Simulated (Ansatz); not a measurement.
Run this with the Ansatz DFT code, driven from Python and show what comes out.

`transition.py`
```python
"""Pressure at which two phases of W cross."""

import csv
import logging
import sys
import warnings

import ansatz as az
import numpy as np

logging.basicConfig(stream=sys.stdout, format="[%(levelname)s] %(message)s")
logger = logging.getLogger("calc")
logger.setLevel(logging.INFO)


def bcc(a_site, a):
    return az.Crystal.bcc(a_site, a=a)


def sc(A, a):
    return (
        az.Lattice.cubic(a)
        .space_group(221)
        .atom(A, (0, 0, 0))
    )


def compute(name, crystal, pressure=0.0):
    calc = (
        crystal.calculation()
        .basis(34 * az.Ry)
        .functional("PBE")
        .kpoints(spacing=0.3)  # sampling of the Brillouin zone
        .occupations("fermi_dirac", width=0.05)
    )
    calc = calc.relax(force_tolerance=0.01, max_steps=30, cell=True, pressure=pressure)
    return calc.run()


def volume_per_atom(outcome):
    return abs(np.linalg.det(outcome.lattice.cell_ang)) / len(outcome.lattice.sites)


def main() -> None:
    warnings.simplefilter("ignore", az.DeckWarning)

    phases = {}
    phases["bcc"] = bcc("W", 3.16)
    phases["sc"] = sc("W", 2.59)

    # H = E + PV, with 1 eV per cubic angstrom equal to 160.2 GPa
    pressures = [0, 10, 20, 30]
    enthalpy, volume = {name: [] for name in phases}, {name: [] for name in phases}
    for p in pressures:
        for name, crystal in phases.items():
            o = compute(name, crystal, pressure=p)
            volume[name].append(volume_per_atom(o))
            enthalpy[name].append(o.report["energy_sigma0_ev"] / len(o.lattice.sites) + p * volume[name][-1] / 160.21766)
    gap = np.array(enthalpy["sc"]) - np.array(enthalpy["bcc"])
    rows = [(p, va, vb, 1000 * d) for p, va, vb, d in zip(pressures, volume["bcc"], volume["sc"], gap)]
    with open("transition.csv", "w", newline="") as handle:
        writer = csv.writer(handle)
        writer.writerow(["P (GPa)", "V bcc (A^3/atom)", "V sc (A^3/atom)", "H(sc) - H(bcc) (meV/atom)"])
        writer.writerows([round(v, 4) if isinstance(v, float) else v for v in row] for row in rows)
    print(open("transition.csv").read())
    crossings = [p0 - g0 * (p1 - p0) / (g1 - g0) for p0, p1, g0, g1 in zip(pressures, pressures[1:], gap, gap[1:]) if g0 * g1 < 0]
    print("crossing near", [round(float(p), 1) for p in crossings], "GPa") if crossings else print("no crossing in this range")


if __name__ == "__main__":
    main()
```

```console
$ python transition.py
P (GPa),V bcc (A^3/atom),V sc (A^3/atom),H(sc) - H(bcc) (meV/atom)
0,16.1442,18.3964,1459.1009
10,15.657,17.5961,1589.4036
20,15.2381,16.9368,1701.6931
30,14.8697,16.3934,1800.9181

no crossing in this range
```

At a fixed pressure a relaxation lowers the enthalpy F + PV, while F alone can rise. For the metals among these phases the mesh is modest: differences between phases can be off by up to 40 meV an atom. Spin-orbit coupling, which matters for elements this heavy, is left out. Only these two structures are compared, at zero temperature and with their symmetry kept; either may be hypothetical, and another phase may be lower than both. Differences under about 40 meV an atom lie within the error of mesh and functional. The cells are prototypes set up for this calculation and needn't exist. It ran for 23 s on 1 thread of Arm Neoverse V1 (shared host), peak memory 0.35 GiB.

(Lines on the test bed's own set-up are left out of the output.)
